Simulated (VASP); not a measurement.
Sr in VASP: convergence with SIGMA

The system is Sr.

```
Sr
1.0
    -2.43500    2.43500    2.43500
     2.43500   -2.43500    2.43500
     2.43500    2.43500   -2.43500
Sr
1
Direct
  0.00000 0.00000 0.00000
```

This isn't the form of Sr at room conditions, which is fcc.

- Program: VASP 6.6.1
- Task: single point
- Functional: r2SCAN
- Potentials or basis: VASP PAW PBE potentials, release 64 (Sr_sv)
- Cutoff: 520 eV
- k mesh: 8 × 8 × 8
- Occupations: fermi-dirac, width 0.3 eV
- Spin: no spin polarisation

These are the settings of the first run; the series varies SIGMA, with any setting tied to it.

Hardware: 1 thread of AMD EPYC 9R45 (Zen 5), on a shared host.

Question: The values tried are 0.3 eV, 0.2 eV, 0.15 eV, 0.1 eV, 0.05 eV, 0.02 eV, 0.01 eV, loosest first. From which on does the pressure stay within 0.1 GPa of the tightest run that finished?

Answer: From 0.02 eV on.

```csv
SIGMA,"energy less the tightest run, at zero smearing (meV/atom)",pressure (GPa),SCF cycles,CPU time (s),peak memory (GiB)
0.3 eV,-11.70,-0.19,25,57,0.15
0.2 eV,-4.17,-0.20,28,67,0.15
0.15 eV,-1.40,-0.23,26,59,0.15
0.1 eV,0.09,-0.29,29,77,0.15
0.05 eV,0.09,-0.33,27,72,0.15
0.02 eV,0.07,-0.47,22,60,0.15
0.01 eV,0.00,-0.47,26,69,0.15
```

Against the tightest run, the energy stays within 1 meV/atom from 0.1 eV on. Narrower smearing needs a denser k mesh, so at a fixed mesh the narrowest width isn't the most accurate. The tightest run that finished is the yardstick and may itself not be fully converged.

Caveat, for the tightest run too: the PAW data sets were made with another functional, which shifts forces and pressure a little.
